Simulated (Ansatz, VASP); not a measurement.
One calculation of GaS, two programs

```
Ga S
1.0
     3.62980    0.00000    0.00000
    -1.81490    3.14350    0.00000
     0.00000    0.00000   17.77946
Ga S
4 4
Direct
  0.33333 0.66667 0.31951
  0.66667 0.33333 0.81951
  0.66667 0.33333 0.68049
  0.33333 0.66667 0.18049
  0.33333 0.66667 0.88041
  0.66667 0.33333 0.38041
  0.66667 0.33333 0.11959
  0.33333 0.66667 0.61959
```

Alike in both runs: functional PBE; k mesh 9 × 9 × 2; occupations gaussian, width 0.02 eV; no spin polarisation.

Ansatz relaxed the structure, and its values are those at the end. VASP's run is a single point on that final structure, the one shown.

|  | VASP | Ansatz |
| --- | --- | --- |
| version | VASP 6.6.1 | Ansatz 0.2.0 |
| potentials or method | VASP PAW PBE potentials, release 64 (Ga_d, S) | scalar-relativistic, plane waves, PAW |
| plane-wave cutoff (eV) | 520 | 420 |
| valence electrons in the cell | 76 | 76 |

```csv
,VASP,Ansatz,Ansatz less VASP
gap on the k mesh at the Fermi level (eV),2.03,2.02,-0.009
least direct gap on the mesh (eV),2.07,2.06,-0.007
pressure (GPa),0.0,0.0,+0.02
rms of the force components (eV/Å),0.005,0.000,-0.0045
```

Ansatz warned: «structure_snapped_to_symmetry».

Caveats: an odd mesh through Γ misses points on the zone boundary, where band edges often lie; this functional lacks dispersion, which binds the layers, so the pressure and a relaxed spacing across them are unreliable. A hybrid or GW would open this gap; PBE tends to underestimate it.
